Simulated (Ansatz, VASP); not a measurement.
**Two plane-wave programs on La**

```
CELL_PARAMETERS angstrom
-2.12383 2.12383 2.12383
2.12383 -2.12383 2.12383
2.12383 2.12383 -2.12383
ATOMIC_POSITIONS crystal
La 0.00000 0.00000 0.00000
```

This isn't the form of La at room conditions, which is double hcp.

Alike in both runs: task single point; functional r2SCAN; k mesh 9 × 9 × 9; occupations fermi-dirac, width 0.05 eV; no spin polarisation.

```csv
,VASP,Ansatz
version,VASP 6.6.1,Ansatz 0.2.0
potentials or method,"VASP PAW PBE potentials, release 64 (La)",Ansatz PAW
plane-wave cutoff (eV),520,500
valence electrons in the cell,11,11
```

|  | VASP | Ansatz | Ansatz less VASP |
| --- | --- | --- | --- |
| gap on the k mesh at the Fermi level (eV) | none | none | - |
| pressure (GPa) | -0.2 | -0.2 | -0.06 |

A gap of «none» marks a metal or a gap that the smearing closes.

Caveats: the PAW data sets were made with another functional, which shifts forces and pressure a little (VASP); the magnetic or orbital state may not be the lowest (Ansatz); the PAW data sets come from PBE, with cores solved anew for the run's functional, which leaves a small shift of forces and pressure (Ansatz). The runs have no spin-orbit coupling, so splittings on La are missing.
